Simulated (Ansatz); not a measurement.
# W: energy and pressure over a range of volumes, part 2 of 2

How stiff is W, and at what volume does the pressure vanish? The cell is scaled evenly, atoms carried along, and solved with LAPW, PAW and all-electron datasets made for the crystal.

Ansatz 0.2.0; DFT PBE; a database cell (COD). «Crystal datasets» are all-electron PAW datasets made for this crystal.

## 7. Volume × 1.025, LAPW

This is W in the fcc structure; at room conditions it is bcc.

The input, input.yaml:

```yaml
crystal:
  lattice:
    - [0.0, 2.0467776204, 2.0467776204]
    - [2.0467776204, 0.0, 2.0467776204]
    - [2.0467776204, 2.0467776204, 0.0]
  atoms:
    - { symbol: W, position: [0.0, 0.0, 0.0] }
kpoints:
  mp_grid: { grid: [14, 14, 14] }
scf:
  occupations: { method: fermi_dirac, width: 0.05 }
hamiltonian:
  xc: pbe
  pseudopotentials: { kind: all_electron, lapw: { basis_error: 0.00025 } }
output:
  forces: true
  stress: true
  eigenvalues: true
```

Run with:

```console
$ ansatz run input.yaml --threads 1 --pin off --max-ram 2048MiB --backend cpu --events-out ev --progress --plain --runs-dir out
```

Standard output, cut to the lines that bear on the results:

```text
LAPW: plane waves up to 8.701 Å⁻¹, error target 2.5e-4 eV per atom; small_component_spin mean_spin; W in spheres of 1.447 Å, 44 of its electrons in bands, Dirac shells []
[...]
Pseudopotentials: kind: all_electron
Pseudopotential: W, LAPW, valence charge 44, Koelling and Harmon's equation, gaussian nucleus
Functional definition: PBE
[...]
Crystal: 1 atoms, lattice volume = 17.149 Å³
Basis set: ecut = 288.4769844642117 eV, 181 PW (Γ), exchange–correlation at level 2
Bands: 27, of which v1, the nominal top of the filled ones, is band 22 counted from 1 (21 counted from 0)
Symmetry: 48 space group operations
Space group: Fm-3m (ITA 225), of the structure as read, at distance tolerance 2.6e-5 Å
k-points: 104 of 2744
[...]
SCF iter   1: F=—  HF=-439201.924989 eV  |F-HF|=—  |Δ(HF+E_count)|=         —  Δρ=3.05e-2  dr2=8.57e-2  ethr=1.94e-4  ⟨swp⟩=3.0  Hψ=17287  notcnv=0
[...]
the basis was enlarged: its passes take 1.4 MiB over the memory plan, 1 of 1 planned eigensolver slots
[...]
SCF iter   9: F=-439201.718334 eV  HF=-439201.718334 eV  |F-HF|=1.75e-10  |Δ(HF+E_count)|=   1.24e-8  Δρ=6.49e-6  dr2=5.57e-9  ethr=2.37e-10  ⟨swp⟩=2.0  Hψ=8275  notcnv=0
[...]
SCF converged after 9 iterations
Free energy (F): -439201.718334 eV
[...]
E sigma→0 (E₀):  -439201.712755 eV
Entropy (-TS):   -0.011158 eV (-11.158 meV/atom)
Fermi energy:    26.264287 eV
[...]
--- Forces (eV/Å), atoms counted from 1 ---
  atom   1  W     -0.00000000     0.00000000    -0.00000000
[...]
--- Stress (GPa, compression-positive) ---
      -10.758067       0.000000       0.000000
        0.000000     -10.758067       0.000000
        0.000000       0.000000     -10.758067
  P = ⅓ Tr σ = -10.7581 GPa (-107.581 kbar)
--- Band table (eV; the first three rows and the last of 104) ---
[...]
```

Run time: 21 s. Hardware: 1 thread of Arm Neoverse V2, shared host; peak memory 0.36 GiB.

This run gives: pressure -10.76 GPa; no gap.

## 8. Volume × 1.025, PAW

input.yaml: that of step 7 with these lines changed.

```diff
@@ -13,3 +13,3 @@
   xc: pbe
-  pseudopotentials: { kind: all_electron, lapw: { basis_error: 0.00025 } }
+  pseudopotentials: { kind: paw }
 output:
@@ -18 +18,2 @@
   eigenvalues: true
+  efg: { contact_densities: true }
```

Run with:

```console
$ ansatz run input.yaml --threads 1 --pin off --max-ram 2048MiB --backend cpu --events-out ev --progress --plain --runs-dir out
```

Standard output, cut to the lines that bear on the results:

```text
W: output.efg is read without spin–orbit coupling, which moves field gradients at and beside such atoms by some per cent and up to a factor of two; PAW files take it under magnetization.noncollinear and magnetization.spin_orbit
[...]
[... 3 set-up lines as earlier in the session ...]
[...]
Crystal: 1 atoms, lattice volume = 17.149 Å³
Basis set: ecut = 420 eV, 331 PW (Γ), exchange–correlation on 40×40×40 points (8 copies of the dense FFT grid, shifted against one another)
Bands: 11, of which v1, the nominal top of the filled ones, is band 7 counted from 1 (6 counted from 0)
[... 2 set-up lines as earlier in the session ...]
k-points: 104 of 2744
[...]
SCF converged after 6 iterations
Free energy (F): -10384.320559 eV
[...]
E sigma→0 (E₀):  -10384.314982 eV
Entropy (-TS):   -0.011154 eV (-11.154 meV/atom)
Fermi energy:    20.224112 eV
[...]
--- Forces (eV/Å), atoms counted from 1 ---
  atom   1  W      0.00000000     0.00000000    -0.00000000
[...]
--- Stress (GPa, compression-positive) ---
      -10.875289       0.000000       0.000000
       -0.000000     -10.875289       0.000000
        0.000000      -0.000000     -10.875289
  P = ⅓ Tr σ = -10.8753 GPa (-108.753 kbar)
--- PAW observables at the nuclei: V_zz in 10²¹ V/m², potentials from the cell's mean, atoms counted from 1 ---
  atom   1  W  V_zz =    -0.000000   η = 0.0000   by run symmetry: forbidden
            electrostatic potential = -14818.901974 V   contact ρ = 8822103.171557 e/Å³
--- Band table (eV; the first three rows and the last of 104) ---
  k-point 0: bands = ["-53.4426", "-17.1650", "-17.1650", "-17.1650", "11.4818", "19.7219", "19.7219", "19.7219", "22.6583", "22.6583", "32.9593"]
[...]
```

Run time: 2.4 s. Hardware: 1 thread of Arm Neoverse V2, shared host; peak memory 0.32 GiB.

Result: pressure -10.88 GPa; no gap.

## 9. Volume × 1.05, LAPW

The input, input.yaml:

```yaml
crystal:
  lattice:
    - [0.0, 2.0632846043, 2.0632846043]
    - [2.0632846043, 0.0, 2.0632846043]
    - [2.0632846043, 2.0632846043, 0.0]
  atoms:
    - { symbol: W, position: [0.0, 0.0, 0.0] }
kpoints:
  mp_grid: { grid: [14, 14, 14] }
scf:
  occupations: { method: fermi_dirac, width: 0.05 }
hamiltonian:
  xc: pbe
  pseudopotentials: { kind: all_electron, lapw: { basis_error: 0.00025 } }
output:
  forces: true
  stress: true
  eigenvalues: true
```

Run with:

```console
$ ansatz run input.yaml --threads 1 --pin off --max-ram 2048MiB --backend cpu --events-out ev --progress --plain --runs-dir out
```

Standard output, cut to the lines that bear on the results:

```text
LAPW: plane waves up to 8.610 Å⁻¹, error target 2.5e-4 eV per atom; small_component_spin mean_spin; W in spheres of 1.459 Å, 38 of its electrons in bands, Dirac shells []
[...]
[... 1 set-up line as earlier in the session ...]
Pseudopotential: W, LAPW, valence charge 38, Koelling and Harmon's equation, gaussian nucleus
[... 1 set-up line as earlier in the session ...]
[...]
Crystal: 1 atoms, lattice volume = 17.567 Å³
Basis set: ecut = 282.46383140367124 eV, 169 PW (Γ), exchange–correlation at level 2
Bands: 23, of which v1, the nominal top of the filled ones, is band 19 counted from 1 (18 counted from 0)
[... 2 set-up lines as earlier in the session ...]
k-points: 104 of 2744
[...]
SCF iter   1: F=—  HF=-439201.898211 eV  |F-HF|=—  |Δ(HF+E_count)|=         —  Δρ=3.03e-2  dr2=8.77e-2  ethr=2.29e-4  ⟨swp⟩=2.9  Hψ=15120  notcnv=0
[...]
the basis was enlarged: its passes take 1.4 MiB over the memory plan, 1 of 1 planned eigensolver slots
[...]
SCF iter   8: F=-439201.683014 eV  HF=-439201.683014 eV  |F-HF|=1.75e-8  |Δ(HF+E_count)|=   2.31e-7  Δρ=2.24e-5  dr2=8.31e-8  ethr=4.81e-9  ⟨swp⟩=2.0  Hψ=7110  notcnv=0
[...]
SCF converged after 8 iterations
Free energy (F): -439201.683014 eV
[...]
E sigma→0 (E₀):  -439201.677146 eV
Entropy (-TS):   -0.011736 eV (-11.736 meV/atom)
Fermi energy:    25.563707 eV
[...]
--- Forces (eV/Å), atoms counted from 1 ---
  atom   1  W      0.00000000    -0.00000000     0.00000000
[...]
--- Stress (GPa, compression-positive) ---
      -16.175960       0.000000      -0.000000
        0.000000     -16.175960      -0.000000
       -0.000000      -0.000000     -16.175960
  P = ⅓ Tr σ = -16.1760 GPa (-161.760 kbar)
--- Band table (eV; the first three rows and the last of 104) ---
[... band rows left out ...]
[...]
```

It took 17 s on 1 thread of Arm Neoverse V2, shared host; peak memory 0.34 GiB.

In short: pressure -16.18 GPa; no gap.

## 10. Volume × 1.05, PAW

input.yaml: that of step 9 with these lines changed.

```diff
@@ -13,3 +13,3 @@
   xc: pbe
-  pseudopotentials: { kind: all_electron, lapw: { basis_error: 0.00025 } }
+  pseudopotentials: { kind: paw }
 output:
@@ -18 +18,2 @@
   eigenvalues: true
+  efg: { contact_densities: true }
```

Run with:

```console
$ ansatz run input.yaml --threads 1 --pin off --max-ram 2048MiB --backend cpu --events-out ev --progress --plain --runs-dir out
```

Standard output, cut to the lines that bear on the results:

```text
W: output.efg is read without spin–orbit coupling, which moves field gradients at and beside such atoms by some per cent and up to a factor of two; PAW files take it under magnetization.noncollinear and magnetization.spin_orbit
[...]
[... 3 set-up lines as earlier in the session ...]
[...]
Crystal: 1 atoms, lattice volume = 17.567 Å³
Basis set: ecut = 420 eV, 331 PW (Γ), exchange–correlation on 40×40×40 points (8 copies of the dense FFT grid, shifted against one another)
Bands: 11, of which v1, the nominal top of the filled ones, is band 7 counted from 1 (6 counted from 0)
[... 2 set-up lines as earlier in the session ...]
k-points: 104 of 2744
[...]
SCF converged after 6 iterations
Free energy (F): -10384.284922 eV
[...]
E sigma→0 (E₀):  -10384.279055 eV
Entropy (-TS):   -0.011733 eV (-11.733 meV/atom)
Fermi energy:    19.666765 eV
[...]
--- Forces (eV/Å), atoms counted from 1 ---
  atom   1  W      0.00000000     0.00000000    -0.00000000
[...]
--- Stress (GPa, compression-positive) ---
      -16.304296       0.000000       0.000000
        0.000000     -16.304296       0.000000
        0.000000       0.000000     -16.304296
  P = ⅓ Tr σ = -16.3043 GPa (-163.043 kbar)
--- PAW observables at the nuclei: V_zz in 10²¹ V/m², potentials from the cell's mean, atoms counted from 1 ---
  atom   1  W  V_zz =    -0.000000   η = 0.0000   by run symmetry: forbidden
            electrostatic potential = -14818.087173 V   contact ρ = 8822096.144064 e/Å³
--- Band table (eV; the first three rows and the last of 104) ---
  k-point 0: bands = ["-54.0529", "-17.8005", "-17.8005", "-17.8005", "11.0485", "19.1860", "19.1860", "19.1860", "22.0210", "22.0210", "32.3624"]
[...]
```

Wall time 2.5 s (1 thread of Arm Neoverse V2, shared host); peak memory 0.32 GiB.

This run gives: pressure -16.30 GPa; no gap.

## 11. Volume × 1.05, crystal datasets

input.yaml: that of step 10 with these lines changed.

```diff
@@ -13,3 +13,3 @@
   xc: pbe
-  pseudopotentials: { kind: paw }
+  pseudopotentials: { kind: all_electron, datasets: crystal }
 output:
```

Run with:

```console
$ ansatz run input.yaml --threads 1 --pin off --max-ram 2048MiB --backend cpu --events-out ev --progress --plain --runs-dir out
```

Standard output, cut to the lines that bear on the results:

```text
[...]
W: output.efg is read without spin–orbit coupling, which moves field gradients at and beside such atoms by some per cent and up to a factor of two; PAW files take it under magnetization.noncollinear and magnetization.spin_orbit
[...]
[... 3 set-up lines as earlier in the session ...]
[...]
Crystal: 1 atoms, lattice volume = 17.567 Å³
Basis set: ecut = 300 eV, 181 PW (Γ), exchange–correlation on 36×36×36 points (8 copies of the dense FFT grid, shifted against one another)
Bands: 7, of which v1, the nominal top of the filled ones, is band 3 counted from 1 (2 counted from 0)
[... 2 set-up lines as earlier in the session ...]
k-points: 104 of 2744
[...]
Fermi energy:    25.563672 eV
[...]
  The terms above E_closure are by the made datasets' own strengths, without shells solved beside the bands.
--- Forces (eV/Å), atoms counted from 1 ---
  atom   1  W      0.00000000    -0.00000000    -0.00000000
[...]
--- Stress (GPa, compression-positive) ---
      -16.175545       0.000000       0.000000
       -0.000000     -16.175545      -0.000000
       -0.000000       0.000000     -16.175545
  P = ⅓ Tr σ = -16.1755 GPa (-161.755 kbar)
  It holds what live shells' own plane waves past their cutoff add
--- PAW observables at the nuclei: V_zz in 10²¹ V/m², potentials from the cell's mean, atoms counted from 1 ---
  atom   1  W  V_zz =    -0.000000   η = 0.0000   by run symmetry: forbidden
            electrostatic potential = -14818.131338 V   contact ρ = 8817759.469787 e/Å³
--- Band table (eV; the first three rows and the last of 104) ---
  k-point 0: bands = ["16.9420", "25.0828", "25.0828", "25.0828", "27.9193"]
[...]
```

It took 5.6 s on 1 thread of Arm Neoverse V2, shared host; peak memory 0.37 GiB.

This run gives: pressure -16.18 GPa; no gap.

## 12. The equation of state

The rows at scale 1 come from earlier runs of the unscaled cell with the same settings.

| method | volume (Å³/atom) | F above the lowest (meV/atom) | pressure (GPa) |
| --- | --- | --- | --- |
| LAPW | 15.894 | 16.7 | 10.50 |
| LAPW | 16.313 | 0.0 | 2.48 |
| LAPW | 16.731 | 2.9 | -4.57 |
| LAPW | 17.149 | 23.1 | -10.76 |
| LAPW | 17.567 | 58.4 | -16.18 |
| PAW | 15.894 | 16.6 | 10.45 |
| PAW | 16.313 | 0.0 | 2.40 |
| PAW | 16.731 | 3.2 | -4.67 |
| PAW | 17.149 | 23.6 | -10.88 |
| PAW | 17.567 | 59.3 | -16.30 |
| crystal datasets | 15.894 | – | 10.50 |
| crystal datasets | 16.731 | – | -4.57 |
| crystal datasets | 17.567 | – | -16.18 |

## 13. Outcome

This closing draws on all 2 parts.

| quantity | value |
| --- | --- |
| equilibrium volume (LAPW) | 16.454 Å³/atom |
| bulk modulus (LAPW) | 283 GPa |
| its pressure derivative (LAPW) | 4.1 |
| equilibrium volume (PAW) | 16.448 Å³/atom |
| bulk modulus (PAW) | 284 GPa |
| its pressure derivative (PAW) | 4.2 |

A third-order Birch-Murnaghan fit to the LAPW pressures puts zero pressure at 16.45 Å³/atom, -1.7 % from the given cell, with a bulk modulus of 283 GPa. PAW's volume lies -0.03 % and its modulus +0.4 % from LAPW's. No thermal or zero-point expansion is included. Spin-orbit coupling is left out, though the cell holds W; in elements this heavy it can shift bands and gaps by tenths of an eV.
